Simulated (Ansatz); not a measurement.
Sb:

```
Sb
1.0
     0.00000    2.37124    2.37124
     2.37124    0.00000    2.37124
     2.37124    2.37124    0.00000
Sb
1
Direct
  0.00000 0.00000 0.00000
```

This isn't the form of Sb at room conditions, which is rhombohedral.

Program: Ansatz 0.2.0. Alike in all runs: task band structure; potentials or basis Ansatz PAW; cell as given; smearing fermi-dirac 0.05 eV.

Q: Order these runs on this cell by their pressure, lowest first.
A. level r2SCAN; spin off; k mesh 10 × 10 × 10; cutoff (eV) 500
B. level RPBE; spin off; k mesh 10 × 10 × 10; cutoff (eV) 420
C. level PBEsol; spin SOC, no magnetisation; k mesh 7 × 7 × 7; cutoff (eV) 420
D. level BLYP; spin off; k mesh 10 × 10 × 10; cutoff (eV) 420

A: C (-1.4 GPa), A (1.1 GPa), B (3.2 GPa), D (7.7 GPa).

Caveats: the PAW data sets come from PBE, with cores solved anew for the run's functional, which leaves a small shift of forces and pressure.

Runs at the PBE level aren't shown here.
